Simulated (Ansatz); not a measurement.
Input, command and steps of an Ansatz relaxation.

```yaml
crystal:
  lattice:
    - [3.3805173138, 0.0, 0.0]
    - [0.0, 3.3805173138, 0.0]
    - [0.0, 0.0, 11.3593966773]
  atoms:
    - { symbol: Nb, position: [0.5, 0.5, 3.46828e-05] }
    - { symbol: Nb, position: [0.0, 0.5, 0.7500346828] }
    - { symbol: Nb, position: [0.0, 0.0, 0.5000346828] }
    - { symbol: Nb, position: [0.5, 0.0, 0.2500346828] }
    - { symbol: P, position: [0.0, 0.0, 0.0825938922] }
    - { symbol: P, position: [0.5, 0.0, 0.8325938922] }
    - { symbol: P, position: [0.5, 0.5, 0.5825938922] }
    - { symbol: P, position: [0.0, 0.5, 0.3325938922] }
basis:
  ecutwfc: 420
kpoints:
  mp_grid: { grid: [10, 10, 4] }
hamiltonian:
  xc: pbe
scf:
  occupations: { method: gaussian, width: 0.1 }
output:
  forces: true
  stress: true
  eigenvalues: true
  write_density: true
  write_potential: true
  elf: true
  volumetric_format: npy
relax:
  adjacent_minimum: "off"
  f_tol: 0.008
  max_steps: 40
  cell: { stress_tol: 0.015, fix: [a, b, gamma] }
```

```bash
ansatz run input.yaml --threads 1 --pin off --max-ram 2560MiB --backend cpu --events-out ev --progress --plain --runs-dir out
```

Level of theory: DFT PBE, scalar-relativistic, plane waves, PAW (Ansatz 0.2.0).

Of 5 frames 4 are shown, positions in Å and forces in eV/Å; the SCF threshold varies from step to step. Steps run on the plane waves of an earlier cell, with a Pulay correction in the pressure. The basis is chosen afresh for the last frame, the zero of the energies, and at times for earlier ones too; energy and pressure step there, also at an unchanged geometry.

```xyz
8
Lattice="3.3805 0.0000 0.0000 0.0000 3.3805 0.0000 0.0000 0.0000 11.3594" Properties=species:S:1:pos:R:3:forces:R:3 pbc="T T T" step=1 free_energy_over_end_meV_per_atom=0.23 pressure_GPa=-2.80
Nb    1.6903    1.6903    0.0004    0.0000    0.0000    0.0782
Nb    0.0000    1.6903    8.5199    0.0000    0.0000    0.0782
Nb    0.0000    0.0000    5.6801    0.0000    0.0000    0.0782
Nb    1.6903    0.0000    2.8402    0.0000    0.0000    0.0782
P     0.0000    0.0000    0.9382    0.0000    0.0000   -0.0782
P     1.6903    0.0000    9.4578    0.0000    0.0000   -0.0782
P     1.6903    1.6903    6.6179    0.0000    0.0000   -0.0782
P     0.0000    1.6903    3.7781    0.0000    0.0000   -0.0782
8
Lattice="3.3805 0.0000 0.0000 0.0000 3.3805 0.0000 0.0000 0.0000 11.2908" Properties=species:S:1:pos:R:3:forces:R:3 pbc="T T T" step=2 free_energy_over_end_meV_per_atom=0.14 pressure_GPa=-1.86
Nb    1.6903    1.6903    0.0068    0.0000    0.0000   -0.0244
Nb    0.0000    1.6903    8.4749    0.0000    0.0000   -0.0244
Nb    0.0000    0.0000    5.6522    0.0000    0.0000   -0.0244
Nb    1.6903    0.0000    2.8295    0.0000    0.0000   -0.0244
P     0.0000    0.0000    0.9261    0.0000    0.0000    0.0244
P     1.6903    0.0000    9.3943    0.0000    0.0000    0.0244
P     1.6903    1.6903    6.5715    0.0000    0.0000    0.0244
P     0.0000    1.6903    3.7488    0.0000    0.0000    0.0244
8
Lattice="3.3805 0.0000 0.0000 0.0000 3.3805 0.0000 0.0000 0.0000 11.3262" Properties=species:S:1:pos:R:3:forces:R:3 pbc="T T T" step=3 free_energy_over_end_meV_per_atom=-0.01 pressure_GPa=-2.36
Nb    1.6903    1.6903    0.0045    0.0000    0.0000    0.0070
Nb    0.0000    1.6903    8.4991    0.0000    0.0000    0.0070
Nb    0.0000    0.0000    5.6676    0.0000    0.0000    0.0070
Nb    1.6903    0.0000    2.8360    0.0000    0.0000    0.0070
P     0.0000    0.0000    0.9314    0.0000    0.0000   -0.0070
P     1.6903    0.0000    9.4261    0.0000    0.0000   -0.0070
P     1.6903    1.6903    6.5945    0.0000    0.0000   -0.0070
P     0.0000    1.6903    3.7630    0.0000    0.0000   -0.0070
8
Lattice="3.3805 0.0000 0.0000 0.0000 3.3805 0.0000 0.0000 0.0000 11.3288" Properties=species:S:1:pos:R:3:forces:R:3 pbc="T T T" step=5 free_energy_over_end_meV_per_atom=0.00 pressure_GPa=-2.39
Nb    1.6903    1.6903    0.0047    0.0000    0.0000   -0.0002
Nb    0.0000    1.6903    8.5014    0.0000    0.0000   -0.0002
Nb    0.0000    0.0000    5.6691    0.0000    0.0000   -0.0002
Nb    1.6903    0.0000    2.8369    0.0000    0.0000   -0.0002
P     0.0000    0.0000    0.9314    0.0000    0.0000    0.0002
P     1.6903    0.0000    9.4280    0.0000    0.0000    0.0002
P     1.6903    1.6903    6.5958    0.0000    0.0000    0.0002
P     0.0000    1.6903    3.7636    0.0000    0.0000    0.0002
```

The run took 2.2 min on 1 thread of AMD EPYC 7B13 (Zen 3), with other jobs on the host, peak memory 0.59 GiB.